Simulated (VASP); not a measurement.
# BN (Qingsongite) (F-43m) in VASP: further runs

BN (Qingsongite) is run at these levels: PBEsol, LDA; tasks: single point.

All numbers are computed with VASP 6.6.1; they aren't measurements. Logs are shortened: lines on timing, memory, paths and dates and some standing lists are left out, and cuts for length are marked.

**Experimental background.**

A printed reference work, monograph reports, for a bulk crystal of BN at 300 K: band gap 6.4 eV (indirect).

How close the calculation comes is told below.

**1. The cell of the first run**

The structure is cubic, space group F-43m (No. 216). Conventional cell: a = 3.606 Å, b = 3.606 Å, c = 3.606 Å, α = 90.00°, β = 90.00°, γ = 90.00°. B (site symmetry -43m) has 4 N at 1.56 Å within 2.1 Å. Within 2.1 Å of N (site symmetry -43m) lie 4 B at 1.56 Å.

**2. Single point, PBEsol**

Contents of INCAR:

```
PREC = Accurate
ENCUT = 520
EDIFF = 1E-6
ISMEAR = -1
SIGMA = 0.02
LREAL = F
LASPH = T
NELM = 60
ALGO = Normal
ISIF = 2
LWAVE = F
LCHARG = T
GGA = PS
LELF = T
LVHAR = T
NBANDS = 11
```

Contents of KPOINTS:

```
regular mesh
0
Gamma
  10 10 10
```

Contents of POSCAR:

```
BN
1.0
    0.0000000000      1.8028461205      1.8028461205
    1.8028461205      0.0000000000      1.8028461205
    1.8028461205      1.8028461205      0.0000000000
B N
1 1
Direct
    0.0000000000      0.0000000000      0.0000000000
    0.2500000000      0.2500000000      0.2500000000
```

Potentials or basis: VASP PAW PBE potentials, release 64 (B, N).

Launch:

```sh
> cat potpaw_PBE.64/B/POTCAR potpaw_PBE.64/N/POTCAR > POTCAR
> mpirun -np 1 vasp_std > vasp.out
```

OUTCAR:

```text
PREC = Accurate
   ENCUT = 520
   EDIFF = 1E-6
   ISMEAR = -1
   LREAL = F
   LASPH = T
   NELM = 60
   ISIF = 2
   GGA = PS

 ion  position               nearest neighbor table
   1  0.000  0.000  0.000-   2 1.56   2 1.56   2 1.56   2 1.56
   2  0.250  0.250  0.250-   1 1.56   1 1.56   1 1.56   1 1.56

  LATTYP: Found a face centered cubic cell.
 ALAT       =     3.6056922410

  Lattice vectors:

 A1 = (   0.0000000000,   1.8028461205,   1.8028461205)
 A2 = (   1.8028461205,   0.0000000000,   1.8028461205)
 A3 = (   1.8028461205,   1.8028461205,   0.0000000000)

Analysis of symmetry for initial positions (statically):
=====================================================================
 Subroutine PRICEL returns:
 Original cell was already a primitive cell.

 Routine SETGRP: Setting up the symmetry group for a
 face centered cubic supercell.

 Subroutine GETGRP returns: Found 24 space group operations
 (whereof 24 operations were pure point group operations)
 out of a pool of 48 trial point group operations.

The static configuration has the point symmetry T_d .

Analysis of symmetry for dynamics (positions and initial velocities):
=====================================================================
 Subroutine PRICEL returns:
 Original cell was already a primitive cell.

 Routine SETGRP: Setting up the symmetry group for a
 face centered cubic supercell.

 Subroutine GETGRP returns: Found 24 space group operations
 (whereof 24 operations were pure point group operations)
 out of a pool of 48 trial point group operations.

The dynamic configuration has the point symmetry T_d .

 Subroutine INISYM returns: Found 24 space group operations
 (whereof 24 operations are pure point group operations),
 and found     1 'primitive' translations

----------------------------------------------------------------------------------------

                                     Primitive cell

  volume of cell :      11.7194

  direct lattice vectors                    reciprocal lattice vectors
     0.000000000  1.802846120  1.802846120    -0.277339255  0.277339255  0.277339255
     1.802846120  0.000000000  1.802846120     0.277339255 -0.277339255  0.277339255
     1.802846120  1.802846120  0.000000000     0.277339255  0.277339255 -0.277339255

  length of vectors
     2.549609434  2.549609434  2.549609434     0.480365681  0.480365681  0.480365681

[... 79 lines left out ...]
   NELM   =     60;   NELMIN=  2; NELMDL= -5     # of ELM steps
   EDIFF  = 0.1E-05   stopping-criterion for ELM
   LREAL  =      F    real-space projection
   EDIFFG = 0.1E-04   stopping-criterion for IOM
   NSW    =      0    number of steps for IOM
   IBRION =     -1    ionic relax: 0-MD 1-quasi-New 2-CG
   NFREE  =      0    steps in history (QN), initial steepest desc. (CG)
   ISIF   =      2    stress and relaxation
   ISYM   =      2    0-nonsym 1-usesym 2-fastsym
   POTIM  = 0.5000    time-step for ionic-motion
   TEBEG  =    0.0;   TEEND  =   0.0 temperature during run
   PSTRESS=    0.0 pullay stress
   NELECT =       8.0000    total number of electrons
   NUPDOWN=      -1.0000    fix difference up-down
   EMIN   =  10.00;   EMAX   =-10.00  energy-range for DOS
   EFERMI =   0.00;   METHOD = LEGACY
   ISMEAR =    -1;   SIGMA  =   0.02  broadening in eV -4-tet -1-fermi 0-gaus
   EFERMI_NEDOS =   21; number of points for ismear=-14 and -15
   IALGO  =     38    algorithm
   IMIX   =      4    mixing-type and parameters
     AMIX     =   0.40;   BMIX     =  1.00
     AMIX_MAG =   1.60;   BMIX_MAG =  1.00
  volume/ion in A,a.u.               =       5.86        39.54
  Fermi-wavevector in a.u.,A,eV,Ry     =   1.441461  2.723966 28.270311  2.077809
  Thomas-Fermi vector in A             =   2.560090
   LORBIT       =      0    0 simple, 1 ext, 2 COOP (PROOUT), +10 PAW based schemes
   GGA     = PS    functional components
   LHFCALC =     F    Hartree Fock is set to
   AEXX    =    0.0000 exact exchange contribution
   IVDW    =     0    specifies the selected vdW correction
   LEPSILON=     F    determine dielectric tensor
   LRPA    =     F    only Hartree local field effects (RPA)
 non-spin polarized calculation
  energy-cutoff  :      520.00
  volume of cell :       11.72
 maximum number of plane-waves:       332
   NGX =  9   NGY =  9   NGZ =  9

 number of electron       7.9999999 magnetization

 Free energy of the ion-electron system (eV)
  ---------------------------------------------------
  ext. energy  EPLUGINS =         0.00000000
  ---------------------------------------------------
  free energy    TOTEN  =       -18.34681412 eV

  energy without entropy =      -18.34681412  energy(sigma->0) =      -18.34681412

 E-fermi :   7.9663     XC(G=0): -13.0540

 val. band max:        7.4583952884   @ k =   0.0000   0.0000   0.0000
 cond. band min:      11.7431756271   @ k =   0.5000   0.5000   0.0000
 fundamental gap:      4.2847803388
 Fermi energy:         7.9663029738

 k-point     1 :       0.0000    0.0000    0.0000
  band No.  band energies     occupation
      1     -12.8831      2.00000
      2       7.4584      2.00000
      3       7.4584      2.00000
      4       7.4584      2.00000
      5      16.2563      0.00000
      6      16.2563      0.00000
      7      16.2563      0.00000
      8      17.8510      0.00000
      9      32.1134      0.00000
     10      35.2430      0.00000
     11      35.2430      0.00000
[... 309 lines left out ...]
 k-point    24 :       0.4000    0.3000    0.0000
  band No.  band energies     occupation
      1      -9.0509      2.00000
      2       0.6307      2.00000
      3       2.8764      2.00000
      4       3.3226      2.00000
      5      13.4281      0.00000
      6      18.0057      0.00000
      7      22.9900      0.00000
      8      23.0805      0.00000
      9      27.1185      0.00000
     10      34.5914      0.00000
     11      39.2387      0.00000

 [... further k-points ...]
[... 5 lines left out ...]
  --------------------------------------------------------------------------------------
  -------------------------------------------------------------------------------------
  Total        0.0454401      0.0454401      0.0454401     -0.0000000      0.0000000     -0.0000000
  in kB        6.2121713      6.2121713      6.2121713     -0.0000000      0.0000000     -0.0000000
  external PRESSURE =       6.2121713 kB  Pullay stress =       0.0000000 kB

 VOLUME and BASIS-vectors are now :
 -----------------------------------------------------------------------------
  energy-cutoff  :      520.00
  volume of cell :       11.72
      direct lattice vectors                 reciprocal lattice vectors
     0.000000000  1.802846120  1.802846120    -0.277339255  0.277339255  0.277339255
     1.802846120  0.000000000  1.802846120     0.277339255 -0.277339255  0.277339255
     1.802846120  1.802846120  0.000000000     0.277339255  0.277339255 -0.277339255

 POSITION                                       TOTAL-FORCE (eV/Angst)
 -----------------------------------------------------------------------------------
      0.00000      0.00000      0.00000        -0.000000     -0.000000     -0.000000
      0.90142      0.90142      0.90142         0.000000      0.000000      0.000000
 -----------------------------------------------------------------------------------
    total drift:                                0.000000      0.000000      0.000000

  FREE ENERGIE OF THE ION-ELECTRON SYSTEM (eV)
  ---------------------------------------------------
  free  energy   TOTEN  =       -18.3468141186 eV

  energy  without entropy=      -18.3468141186  energy(sigma->0) =      -18.34681412
```

OSZICAR:

```text
N       E                     dE             d eps       ncg     rms          rms(c)
DAV:   1     0.892623760276E+01    0.89262E+01   -0.48926E+03  1066   0.715E+02
DAV:   2    -0.188240208741E+02   -0.27750E+02   -0.27087E+02  1241   0.165E+02
DAV:   3    -0.193035316376E+02   -0.47951E+00   -0.47884E+00  1232   0.183E+01
DAV:   4    -0.193040229308E+02   -0.49129E-03   -0.49129E-03  1112   0.667E-01
DAV:   5    -0.193040233579E+02   -0.42713E-06   -0.42708E-06  1190   0.194E-02    0.660E+00
DAV:   6    -0.184534246869E+02    0.85060E+00   -0.26627E+00  1076   0.937E+00    0.328E+00
DAV:   7    -0.183674634727E+02    0.85961E-01   -0.10229E-01  1157   0.255E+00    0.188E+00
DAV:   8    -0.183467968575E+02    0.20667E-01   -0.32856E-02  1163   0.125E+00    0.182E-01
DAV:   9    -0.183467931581E+02    0.36994E-05   -0.84390E-04  1100   0.245E-01    0.798E-02
DAV:  10    -0.183468122758E+02   -0.19118E-04   -0.61906E-05  1151   0.689E-02    0.132E-02
DAV:  11    -0.183468140899E+02   -0.18141E-05   -0.41182E-06  1144   0.155E-02    0.838E-03
DAV:  12    -0.183468141186E+02   -0.28698E-07   -0.98470E-07   550   0.668E-03
   1 F= -.18346814E+02 E0= -.18346814E+02  d E =-.296227E-13
```

Run time: 7.9 s. Hardware: 1 thread of AMD EPYC 7R13 (Zen 3), shared host; peak memory 0.09 GiB.

Results:

- Free energy: -18.3468 eV
- Pressure: 0.6 GPa
- Band gap on the k mesh: 4.28 eV, indirect (least direct gap 8.80 eV)

Caveat: the PAW data sets were made with another functional, which shifts forces and pressure a little.

**3. Single point, LDA**

This run uses another cell than the first one, of 5.74 Å³/atom, 0.979 times its volume.

Contents of INCAR:

```
PREC = Accurate ; ENCUT = 520
EDIFF = 1E-6 ; ISMEAR = -1
SIGMA = 0.02 ; LREAL = F
LASPH = T ; NELM = 100
ALGO = Normal ; ISIF = 2
LWAVE = F ; LCHARG = T
LELF = T ; LVHAR = T
NBANDS = 11
```

KPOINTS is that of step 2.

Contents of POSCAR:

```
BN
1.0
    0.0000000000      1.7902647451      1.7902647451
    1.7902647451      0.0000000000      1.7902647451
    1.7902647451      1.7902647451      0.0000000000
B N
1 1
Direct
    0.0000000000      0.0000000000      0.0000000000
    0.2500000000      0.2500000000      0.2500000000
```

Potentials or basis: VASP PAW LDA potentials, release 64 (B, N).

Launch:

```sh
> cat potpaw_LDA.64/B/POTCAR potpaw_LDA.64/N/POTCAR > POTCAR
> mpirun -np 1 vasp_std > vasp.out
```

OUTCAR:

```text
PREC = Accurate
   ENCUT = 520
   EDIFF = 1E-6
   ISMEAR = -1
   LREAL = F
   LASPH = T
   NELM = 100
   ISIF = 2

 ion  position               nearest neighbor table
   1  0.000  0.000  0.000-   2 1.55   2 1.55   2 1.55   2 1.55
   2  0.250  0.250  0.250-   1 1.55   1 1.55   1 1.55   1 1.55

  LATTYP: Found a face centered cubic cell.
 ALAT       =     3.5805294902

  Lattice vectors:

 A1 = (   0.0000000000,   1.7902647451,   1.7902647451)
 A2 = (   1.7902647451,   0.0000000000,   1.7902647451)
 A3 = (   1.7902647451,   1.7902647451,   0.0000000000)
[... 510 lines left out ...]
      6      18.4748      0.00000
      7      23.4522      0.00000
      8      23.4947      0.00000
      9      27.6589      0.00000
     10      35.1545      0.00000
     11      39.8911      0.00000

 [... further k-points ...]
[... 5 lines left out ...]
  --------------------------------------------------------------------------------------
  -------------------------------------------------------------------------------------
  Total        0.0734226      0.0734226      0.0734226     -0.0000000      0.0000000     -0.0000000
  in kB       10.2508125     10.2508125     10.2508125     -0.0000000      0.0000000     -0.0000000
  external PRESSURE =      10.2508125 kB  Pullay stress =       0.0000000 kB

 VOLUME and BASIS-vectors are now :
 -----------------------------------------------------------------------------
  energy-cutoff  :      520.00
  volume of cell :       11.48
      direct lattice vectors                 reciprocal lattice vectors
     0.000000000  1.790264745  1.790264745    -0.279288302  0.279288302  0.279288302
     1.790264745  0.000000000  1.790264745     0.279288302 -0.279288302  0.279288302
     1.790264745  1.790264745  0.000000000     0.279288302  0.279288302 -0.279288302

 POSITION                                       TOTAL-FORCE (eV/Angst)
 -----------------------------------------------------------------------------------
      0.00000      0.00000      0.00000        -0.000000      0.000000      0.000000
      0.89513      0.89513      0.89513         0.000000     -0.000000     -0.000000
 -----------------------------------------------------------------------------------
    total drift:                               -0.000000     -0.000000     -0.000000

  FREE ENERGIE OF THE ION-ELECTRON SYSTEM (eV)
  ---------------------------------------------------
  free  energy   TOTEN  =       -19.4137830212 eV

  energy  without entropy=      -19.4137830212  energy(sigma->0) =      -19.41378302
```

stdout:

```text
POSCAR found type information on POSCAR B N
 POSCAR found :  2 types and       2 ions
 scaLAPACK will be used
 LDA part: xc-table for (Slater(with rela. corr.)+CA(PZ))
 , standard interpolation
 POSCAR, INCAR and KPOINTS ok, starting setup
 FFT: planning ... GRIDC
 FFT: planning ... GRID_SOFT
 FFT: planning ... GRID
 WAVECAR not read
 entering main loop
```

Wall time 8.3 s (1 thread of AMD EPYC 7R13 (Zen 3), shared host); peak memory 0.08 GiB.

Results:

* Free energy: -19.4138 eV
* Pressure: 1.0 GPa
* Band gap on the k mesh: 4.38 eV, indirect (least direct gap 8.82 eV)

Levels at points of the mesh, in eV from the valence-band top:
| k point | band 1 | band 2 | band 3 | band 4 | band 5 | band 6 | band 7 | band 8 | band 9 |
| --- | --- | --- | --- | --- | --- | --- | --- | --- | --- |
| (0.00, 0.00, 0.00) | -20.40 | 0.00 | 0.00 | 0.00 | 8.82 | 8.82 | 8.82 | 10.91 | 25.04 |
| (0.50, 0.00, 0.00) | -15.98 | -10.98 | -2.00 | -2.00 | 10.59 | 10.72 | 10.72 | 15.31 | 23.50 |
| (0.50, 0.50, 0.00) | -14.56 | -9.07 | -5.07 | -5.07 | 4.38 | 9.31 | 18.14 | 18.14 | 21.00 |

**4. Against experiment**

Step 2. A measured gap of BN is 6.4 eV (indirect; 300 K; a printed reference work, monograph); the calculated 4.28 eV misses it by -2.12 eV. The value is that of PBEsol on a finite k mesh, which can miss the band edges, without temperature or zero-point motion. Semilocal functionals fall short of measured gaps as a rule.

Step 3. Measured gap of BN: 6.4 eV (indirect; 300 K; a printed reference work, monograph). This calculation gives 4.38 eV (-2.02 eV). The value is that of LDA on a finite k mesh, which can miss the band edges, without temperature or zero-point motion. Semilocal functionals fall short of measured gaps as a rule.
